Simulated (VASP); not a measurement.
Set up this calculation in VASP 6.6.1, as the native input.

* Task: single point
* Functional: PBE
* Potentials or basis: VASP PAW PBE potentials, release 64 (Si)
* Cutoff: 520 eV
* k mesh: 13 × 13 × 13
* Occupations: fermi-dirac, width 0.05 eV
* Spin: no spin polarisation
* Further INCAR settings: ALGO = Normal; EDIFF = 1e-07; NBANDS = 8

The structure of Si lies in POSCAR:

```
Si
1.0
   -1.6102950000      1.6191080000      1.3123700000
    1.6182950000     -1.6205360000      1.3239860000
    1.6327600000      1.6430010000     -1.3141290000
Si
1
Direct
   -0.0137780000     -0.0156330000     -0.0005400000
```

This isn't the form of Si at room conditions, which is diamond.

The cell isn't the ideal one: cell strained at random at fixed volume.

One way to write it, as run:

INCAR

```
SYSTEM = Si
  PREC = Accurate
  ENCUT = 520
  EDIFF = 1E-7
  ISMEAR = -1
  SIGMA = 0.05
  LREAL = .False.
  LASPH = .True.
  NELM = 60
  ALGO = Normal
  ISIF = 2
  LWAVE = .False.
  LCHARG = .True.
  GGA = PE
  LELF = .True.
  LVHAR = .True.
  NBANDS = 8
```

KPOINTS

```
Automatic mesh
0
Gamma
  13 13 13
  0 0 0
```

Potentials or basis: VASP PAW PBE potentials, release 64 (Si).

Run with:

```bash
$ cat potpaw_PBE.64/Si/POTCAR > POTCAR
$ mpirun -np 1 vasp_std > vasp.out
```

Results of the run:

```json
{
 "Pressure": "3.5 GPa",
 "Band gap on the k mesh": "none (metal or under the smearing width)"
}
```

It took 3.1 min on 1 thread of AMD EPYC 7571, on a shared host, peak memory 0.17 GiB.
